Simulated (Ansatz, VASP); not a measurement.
# GaSb in two plane-wave programs, part 2 of 2

One calculation is typed for both programs; each brings its own data sets and cutoff. How far apart do they land? The cell is taken from a series of VASP runs on this material, whose earlier steps may have relaxed, scaled or displaced it; both programs get it as it stands.

VASP 6.6.1 and Ansatz 0.2.0.

So far: Set-up; VASP: zone-centre phonons, PBEsol with D3(BJ).

## Step 3: Ansatz: zone-centre phonons, PBEsol with D3(BJ)

Level of this step: Ansatz beside VASP: Kohn-Sham DFT, plane waves, PBEsol with D3(BJ) (Ansatz).

Ansatz runs on its default PAW (the set named soft_2) files.

The same cell, functional, mesh and smearing now go to Ansatz, which takes its cutoff from its data sets.

Contents of input.yaml:

```yaml
crystal:
  lattice:
    - [0.0, 3.0214363367, 3.0214363367]
    - [3.0214363367, 0.0, 3.0214363367]
    - [3.0214363367, 3.0214363367, 0.0]
  atoms:
    - { symbol: Sb, position: [0.25, 0.25, 0.25] }
    - { symbol: Ga, position: [0.0, 0.0, 0.0] }
hamiltonian:
  xc: pbesol
  pseudopotentials: { kind: paw }
  dispersion: d3bj
kpoints:
  mp_grid: { grid: [10, 10, 10] }
scf:
  occupations: { method: gaussian, width: 0.03 }
phonons:
  method: dfpt
  qpoints: [[0, 0, 0]]
```

Launch:

```bash
ansatz run input.yaml --threads 4 --pin off --max-ram 9216MiB --backend cpu --events-out ev --progress --plain --runs-dir out
```

Numbers of over 12 decimals in the logs are rounded to 6 here.

Output:

```text
zone centre: on kpoints.mp_grid the ground state, and the responses unless they are solved on pairs of k-points, stand on 102 of the mesh's 1000 k-points, reduced under 8 symmetry operations, with k and −k counted as one. Each operation leaves every solved displacement unchanged or reverses it
Engine: ansatz 0.2.0, aarch64-unknown-linux-gnu
Pseudopotentials: kind: paw
Pseudopotential: Sb, paw, valence charge 15, recommended cutoff 420 eV (normal), Sb.paw.azcp
Pseudopotential: Ga, paw, valence charge 13, recommended cutoff 420 eV (normal), Ga.paw.azcp
Functional definition: PBEsol
  exchange = pbesol_x
  correlation = pbesol_c
Crystal: 2 atoms, lattice volume = 55.166 Å³
Basis set: ecut = 420 eV, 1067 PW (Γ), exchange–correlation on 60×60×60 points (8 copies of the dense FFT grid, shifted against one another)
Bands: 18, of which v1, the nominal top of the filled ones, is band 14 counted from 1 (13 counted from 0)
Symmetry: 24 space group operations
k-points: 102 of 1000 (irreducible under 8 space group operations, time reversal used)
Non-local potential: Sb, projectors of the file, l = 0: 2, l = 1: 2, l = 2: 2, l = 3: 2
Non-local potential: Ga, projectors of the file, l = 0: 2, l = 1: 2, l = 2: 3, l = 3: 1
PAW form: soft (Blöchl's): semilocal exchange-correlation on the pseudo side does not see the compensation charge
PAW frozen core: Sb, regenerated for the run's functional, and the local potential with it (the file was generated under x = pbe(κ = 0.804, μ = 0.219515), c = pbe(β = 0.066725))
PAW frozen core: Ga, regenerated for the run's functional, and the local potential with it (the file was generated under x = pbe(κ = 0.804, μ = 0.219515), c = pbe(β = 0.066725))
PAW one-centre angular grid: Sb, 590 points (default); XC on 64 Gauss nodes
PAW one-centre angular grid: Ga, 590 points (default); XC on 64 Gauss nodes
Initial density: superposition of atomic densities (neutral atoms: chi_scale 0, normalization atom), corrected by the library's trained network
Initial wavefunctions: pseudopotential atomic-orbital guess
Functional: x = pbesol(κ = 0.804, μ = 0.123457), c = pbesol(β = 0.046)
SCF iter   1: F=—  HF=-10152.197115 eV  |F-HF|=—  |Δ(HF+E_count)|=         —  Δρ=2.73e-3  dr2=4.91e-3  ethr=1.77e-3  ⟨swp⟩=6.1  Hψ=9580  notcnv=0
preconditioner: auto → none  [insulator: Δε(μ)=0.247 eV  Ē_g=14.663 eV  σ=0.030 eV  W_gap=1.00  n_scr=14 (ndim 8)  ℏωp=21.2 eV  f_vac=0.083  D(μ)=0.00/eV (n_scr^D=0)  ε∞_Penn≈3.1]
SCF iter   2: F=—  HF=-10152.194048 eV  |F-HF|=—  |Δ(HF+E_count)|=   3.07e-3  Δρ=1.10e-3  dr2=5.23e-4  ethr=1.75e-5  ⟨swp⟩=2.0  Hψ=3931  notcnv=0
SCF iter   3: F=—  HF=-10152.194242 eV  |F-HF|=—  |Δ(HF+E_count)|=   1.94e-4  Δρ=3.19e-4  dr2=5.10e-5  ethr=1.87e-6  ⟨swp⟩=2.0  Hψ=3245  notcnv=0
SCF iter   4: F=—  HF=-10152.194240 eV  |F-HF|=—  |Δ(HF+E_count)|=   2.49e-6  Δρ=1.82e-4  dr2=1.22e-5  ethr=1.82e-7  ⟨swp⟩=2.0  Hψ=2754  notcnv=0
SCF iter   5: F=—  HF=-10152.194242 eV  |F-HF|=—  |Δ(HF+E_count)|=   2.45e-6  Δρ=7.06e-5  dr2=1.69e-6  ethr=4.37e-8  ⟨swp⟩=2.2  Hψ=2903  notcnv=0
SCF iter   6: F=—  HF=-10152.194241 eV  |F-HF|=—  |Δ(HF+E_count)|=   1.29e-6  Δρ=1.76e-5  dr2=9.18e-8  ethr=6.05e-9  ⟨swp⟩=2.0  Hψ=2754  notcnv=0
SCF iter   7: F=—  HF=-10152.194241 eV  |F-HF|=—  |Δ(HF+E_count)|=   3.30e-8  Δρ=2.72e-6  dr2=3.46e-9  ethr=3.28e-10  ⟨swp⟩=2.0  Hψ=3264  notcnv=0
SCF iter   8: F=—  HF=-10152.194241 eV  |F-HF|=—  |Δ(HF+E_count)|=   1.34e-9  Δρ=4.18e-7  dr2=6.03e-11  ethr=1.24e-11  ⟨swp⟩=2.0  Hψ=3264  notcnv=0
SCF iter   9: F=-10152.194241 eV  HF=-10152.194241 eV  |F-HF|=1.09e-11  |Δ(HF+E_count)|=  2.73e-11  Δρ=1.55e-7  dr2=7.59e-12  ethr=1.00e-12  ⟨swp⟩=6.0  Hψ=8373  notcnv=0
SCF 1 converged in 9 iterations: F = -10152.194241 eV  dr2 = 7.59e-12
  greatest PAW one-centre occupation: 0.996 electrons in one spin orbital (limit 2), on the Sb atom at site 0 (counted from 0), in its partial waves of l = 2
DFPT response loops at Γ: preconditioner auto → none (the input reference at scf.mixing.eps_inf says where Resta's filter doesn't serve); β = 0.50; Broyden in place of MSR1
SCF converged after 9 iterations
Free energy (F): -10152.194241 eV
Harris-Foulkes:  -10152.194241 eV  (|F-HF|=1.09e-11)
Internal energy: -10152.194241 eV  (E = F + TS)
E sigma→0 (E₀):  -10152.194241 eV
Fermi energy:    8.178492 eV
--- Per-component energies (eV) ---
  E_band       = -253.156500
  E_kinetic    = 324.537022
  E_local      = -3866.866987  (includes V_loc(G=0)·N_el)
  E_nonlocal   = 790.302184
  E_hartree    = 1780.187785
  E_xc         = -206.315554
  E_vxc        = -155.166261  (∫ρ·V_xc dr)
  E_paw        = -6449.636988  (= ΣΔE_a)
  E_vpaw       = -906.337722  (= ΣTr[D̂ρ^β])
  E_aug_tail   = -0.000115  (compensation charges beyond the density's cutoff)
  E_ewald      = -2524.924504
  E_disp       = -0.671919  (pairwise vdW)
  E_core_change = 1.194835  (= ΣΔE_core)
  E_smearing   = -0.000000  (= −TS)
  E_closure    = -0.000000  (closes the sum)
  Σ components = -10152.194241   (vs F -10152.194241, Δ=0.00e0)
--- Band table (eV; the first three rows and the last of 102) ---
  k-point 0: bands = [... 10 lower, -3.7135, 8.0547, 8.0547, 8.0547, 8.2984, 10.8139, 10.8139, 10.8139]
  k-point 1: bands = [... 10 lower, -3.6056, 6.4906, 7.8709, 7.8709, 9.1482, 11.0632, 11.0632, 11.2408]
  k-point 2: bands = [... 10 lower, -3.2913, 4.7565, 7.4974, 7.4974, 9.0556, 11.5340, 11.5340, 12.5709]
  k-point 101: bands = [... 10 lower, -1.0668, 1.2042, 4.5771, 4.7849, 11.1968, 11.4157, 13.4908, 13.5063]
--- Phonons (Γ-DFPT): 2 representative perturbations + reference, on 102 of 1000 k-points (Σ response iterations 6) ---
  k mesh reduced under 8 symmetry operations, with k and −k counted as one. Each operation leaves every solved displacement unchanged or reverses it
  ASR residual: 1.666e-5 → 0.000e0 eV/Å²; symmetrization residual: 2.235e-5 eV/Å²
  pairwise dispersion correction: d3bj (s6 = 1.0, s8 = 2.9491, a1 = 0.4466, a2_bohr = 6.1742), with the weights of each atom's references fixed at the reference crystal's, and the forces and stress that the weights' published response gives there kept as a pressure on the atom's counted neighbours (hamiltonian.dispersion)
  ASR residual per site (eV/Å²): 1.67e-5 3.49e-6
  Γ frequencies (cm⁻¹): 0.00 0.00 0.00 230.23 230.23 230.23
  non-analytic LO–TO correction: not included (Born effective charges unavailable; polar crystals: no LO–TO splitting at Γ)
--- Phonons (arbitrary-q DFPT): 1 explicit q-point ---
  q = [0, 0, 0] (of the zone-centre solve; hermiticity 5.17e-6, symmetrization 3.50e-13): -0.00 -0.00 0.00 230.23 230.23 230.23
  sum rule: each row above includes the acoustic sum rule's correction from the zone centre's row sums; it moved no ω² by more than (0.19 cm⁻¹)²
```

It took 9.2 s on 4 threads of Arm Neoverse V2, shared host; peak memory 0.61 GiB.

## Step 4: Side by side

Known differences besides the potentials themselves: the data sets hold 28 valence electrons in Ansatz (default PAW (the set named soft_2) files) and 18 in VASP; the cutoff is 420 eV in Ansatz and 450 eV in VASP; Ansatz makes its cores anew for this functional, VASP keeps those of its PBE data sets; VASP leaves aspherical gradient terms in its spheres out (LASPH is not set), Ansatz keeps them; Ansatz takes the dispersion share of the force constants at frozen C6 weights, VASP differentiates the full forces; VASP uses finite displacements, Ansatz perturbation theory. Total energies have different zeros and are not compared.

The two programs side by side:

```tsv
quantity	Ansatz	VASP	difference
optical mode 1 to 3 (cm⁻¹)	230.2	231.1	-0.38 %
```

Modes are paired by rising frequency and degeneracy, not by their patterns, so a pair may still set unlike modes beside each other.

## Step 5: Results

| Item | Value |
| --- | --- |
| r.m.s. difference of the optical zone-centre modes, each program's sorted by frequency (zone-centre phonons, PBEsol with D3(BJ)) | 0.87 cm⁻¹ |

**Reading.** The r.m.s. difference of the optical zone-centre modes, each program's sorted by frequency is 0.87 cm⁻¹ (zone-centre phonons, PBEsol with D3(BJ)). 1 further run of this series is not shown here. Such differences can come from data sets, numerical settings and the points named under the comparisons, not from the functional's error against experiment.

[Lines on the potential files, build, host, timing and source positions are cut from VASP's logs without a mark.]

[Logs are printed without paths, hosts, clocks, repeated set-up lines and the standing remarks that a program may print on its own settings, such as how far it seeks lower states.]

[Hosts, paths, dates, database ids (printed as entryN), source tags and the programs' standing remarks are cut or masked in the printed files.]
